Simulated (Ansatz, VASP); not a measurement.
## Two plane-wave programs on C

Contents of POSCAR:

```
C
1.0
    0.0000000000      1.7979253840      1.7979253840
    1.7979253840      0.0000000000      1.7979253840
    1.7979253840      1.7979253840      0.0000000000
C
2
Direct
    0.0000000000      0.0000000000      0.0000000000
    0.2500000000      0.2500000000      0.2500000000
```

INCAR.step1

```
PREC = Accurate ; ENCUT = 520
ISMEAR = 0 ; SIGMA = 0.01
LREAL = False ; LASPH = True
NELM = 100 ; NBANDS = 11
GGA = PE ; ALGO = Normal
EDIFF = 1E-4 ; LWAVE = True
LCHARG = False
```

INCAR.step2

```
PREC = Accurate ; ENCUT = 520
EDIFF = 1E-6 ; ISMEAR = 0
SIGMA = 0.01 ; LREAL = False
LASPH = True ; NELM = 100
ALGO = Normal ; ISIF = 2
LWAVE = False ; LCHARG = True
METAGGA = R2SCAN ; LMIXTAU = True
LELF = True ; LVHAR = True
NBANDS = 11 ; ISTART = 1
```

Contents of KPOINTS:

```
regular mesh
0
Gamma
  12 12 12
```

Input for Ansatz:

```yaml
crystal:
  lattice:
    - [0.0, 1.797925384, 1.797925384]
    - [1.797925384, 0.0, 1.797925384]
    - [1.797925384, 1.797925384, 0.0]
  atoms:
    - { symbol: C, position: [0.0, 0.0, 0.0] }
    - { symbol: C, position: [0.25, 0.25, 0.25] }
kpoints:
  mp_grid: { grid: [12, 12, 12] }
  band_path:
    path:
      - [0.0, 0.0, 0.0]
      - [0.5, 0.0, 0.5]
      - [0.625, 0.25, 0.625]
      - [0.375, 0.375, 0.75]
      - [0.5, 0.5, 0.5]
      - [0.5, 0.25, 0.75]
      - [0.0, 0.361979, 0.361979]
    npoints: 1
hamiltonian:
  xc: r2scan
scf:
  occupations: { method: fixed }
  n_extra_bands: 4
output:
  forces: true
  stress: true
  eigenvalues: true
```

Change from the starting cell: hydrostatic strain +1.0%.

Alike in both runs: task single point; functional r2SCAN; k mesh 12 × 12 × 12; no spin polarisation.

|  | VASP | Ansatz |
| --- | --- | --- |
| version | VASP 6.6.1 | Ansatz 0.2.0 |
| potentials or method | VASP PAW PBE potentials, release 64 (C) | plane waves, PAW |
| plane-wave cutoff (eV) | 520 | 500 |
| occupations | gaussian, width 0.01 eV | fixed |
| valence electrons in the cell | 8 | 8 |

Ansatz gave:

- gap on the k mesh at the Fermi level (eV): 4.31
- pressure (GPa): -12.7

Q: What did VASP give for the same quantities?

A: gap on the k mesh at the Fermi level (eV): 4.29; pressure (GPa): -11.7.

Caveats: the PAW data sets were made with another functional, which shifts forces and pressure a little (VASP).
